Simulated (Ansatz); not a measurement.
Wurtzite BeO, treated with G0W0@PBE (Ansatz, a first-principles code, plane waves, hard PAW, contour deformation).

The same calculation (at the measured cell, 6.903 Å³/atom) with different numerical settings; throughout: response cutoff 100 eV, empty bands 115:

| run | k mesh | quasiparticle gap on the mesh (eV) | quasiparticle gap at Γ (eV) | rough time |
|---|---|---|---|---|
| 1 | 6×6×2 | 10.135 | 10.135 | 30 core-s |
| 2 | 9×9×4 | 10.115 | 10.115 | 10 core-min |
| 3 | 12×12×6 | 10.109 | 10.109 | 70 core-min |
| 4 | 15×15×8 | 10.107 | 10.107 | 5 core-h |

In the column quasiparticle gap on the mesh (eV) the first row differs from the last by +0.028 and the next to last by +0.002.

The last row is no converged limit: other settings stay fixed.
